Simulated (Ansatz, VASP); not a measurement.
## SnSe in VASP and in Ansatz

```
Sn Se
1.0
    11.48162    0.00000    0.00000
     0.00000    4.16751    0.00000
     0.00000    0.00000    4.38632
Sn Se
4 4
Direct
  0.11763 0.25000 0.09534
  0.38237 0.75000 0.59534
  0.61763 0.25000 0.40466
  0.88237 0.75000 0.90466
  0.35698 0.25000 0.02303
  0.14302 0.75000 0.52303
  0.85698 0.25000 0.47697
  0.64302 0.75000 0.97697
```

Alike in both runs: functional PBE; dispersion D3(BJ); k mesh 4 × 8 × 8; occupations gaussian, width 0.02 eV; no spin polarisation.

Ansatz relaxed the structure, and its values are those at the end. VASP's run is a single point on that final structure, the one shown.

|  | VASP | Ansatz |
| --- | --- | --- |
| version | VASP 6.6.1 | Ansatz 0.2.0 |
| potentials or method | VASP PAW PBE potentials, release 64 (Sn_d, Se) | scalar-relativistic, plane waves, PAW |
| plane-wave cutoff (eV) | 520 | 420 |
| valence electrons in the cell | 80 | 120 |

```tsv
	VASP	Ansatz	Ansatz less VASP
gap on the k mesh at the Fermi level (eV)	0.56	0.57	+0.009
least direct gap on the mesh (eV)	0.83	0.84	+0.009
pressure (GPa)	0.0	0.0	-0.02
rms of the force components (eV/Å)	0.006	0.003	-0.0032
```

The two sets of potentials don't hold the same shells in valence.

Caveats: spin-orbit coupling is left out, which moves the levels of the heavy elements. A k mesh can miss the band edges.
